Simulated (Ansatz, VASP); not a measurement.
**BN in VASP and in Ansatz**

Contents of INCAR:

```
PREC = Accurate
ENCUT = 520
EDIFF = 1E-7
ISMEAR = 0
SIGMA = 0.01
LREAL = F
LASPH = T
NELM = 60
ALGO = Normal
ISIF = 2
LWAVE = F
LCHARG = T
GGA = PE
LELF = T
LVHAR = T
NBANDS = 36
```

The input KPOINTS:

```
regular mesh
0
Gamma
  3 3 2
```

The input POSCAR:

```
BN
1.0
    3.7325156433      2.1549689100      0.0000000000
   -3.7325156433      2.1549689100      0.0000000000
    0.0000000000      0.0000000000      6.4954828750
B N
6 6
Direct
    0.0000000000      0.6666666700      0.2500000000
    0.3333333300      0.3333333300      0.2500000000
    0.6666666700      0.0000000000      0.2500000000
    0.0000000000      0.3333333300      0.7500000000
    0.3333333300      0.0000000000      0.7500000000
    0.6666666700      0.6666666700      0.7500000000
    0.0000000000      0.6666666700      0.7500000000
    0.3333333300      0.3333333300      0.7500000000
    0.6666666700      0.0000000000      0.7500000000
    0.0000000000      0.3333333300      0.2500000000
    0.3333333300      0.0000000000      0.2500000000
    0.6666666700      0.6666666700      0.2500000000
```

Input for Ansatz:

```yaml
crystal:
  lattice:
    - [3.732515643333, 2.15496891, 0.0]
    - [-3.732515643333, 2.15496891, 0.0]
    - [0.0, 0.0, 6.495482875]
  atoms:
    - { symbol: B, position: [0.0, 0.66666667, 0.25] }
    - { symbol: B, position: [0.33333333, 0.33333333, 0.25] }
    - { symbol: B, position: [0.66666667, 0.0, 0.25] }
    - { symbol: B, position: [0.0, 0.33333333, 0.75] }
    - { symbol: B, position: [0.33333333, 0.0, 0.75] }
    - { symbol: B, position: [0.66666667, 0.66666667, 0.75] }
    - { symbol: "N", position: [0.0, 0.66666667, 0.75] }
    - { symbol: "N", position: [0.33333333, 0.33333333, 0.75] }
    - { symbol: "N", position: [0.66666667, 0.0, 0.75] }
    - { symbol: "N", position: [0.0, 0.33333333, 0.25] }
    - { symbol: "N", position: [0.33333333, 0.0, 0.25] }
    - { symbol: "N", position: [0.66666667, 0.66666667, 0.25] }
basis:
  ecutwfc: 420.0
  ecutrho_ratio: 4
  xc_grid: 2
  fft_grid_basis: typed
  precision: f64
kpoints:
  mp_grid: { grid: [3, 3, 2] }
hamiltonian:
  pseudopotentials: { kind: paw, azcp: { folder: soft_1 } }
scf:
  max_iter: 60
  self_checks: high
  occupations: { method: fixed }
output:
  forces: true
checkpoint:
  write: "../host.relax.run"
  compress: false
  write_wavefunctions: true
  write_every: 100000
```

The cell is a database's computed one.

Alike in both runs: task single point; functional PBE; k mesh 3 × 3 × 2; no spin polarisation.

|  | VASP | Ansatz |
| --- | --- | --- |
| version | VASP 6.6.1 | Ansatz 0.2.0 |
| potentials or method | VASP PAW PBE potentials, release 64 (B, N) | plane-wave PAW DFT |
| plane-wave cutoff (eV) | 520 | 420 |
| occupations | gaussian, width 0.01 eV | fixed |
| valence electrons in the cell | 48 | 48 |

|  | VASP | Ansatz | Ansatz less VASP |
| --- | --- | --- | --- |
| gap on the k mesh at the Fermi level (eV) | 4.40 | 4.40 | +0.002 |

Caveats: the k mesh is coarse (spacing up to 0.56 Å⁻¹), so the values aren't converged; an odd mesh through Γ misses points on the zone boundary, where band edges often lie. Expect the measured gap to be larger: semilocal functionals such as PBE lack the derivative discontinuity.
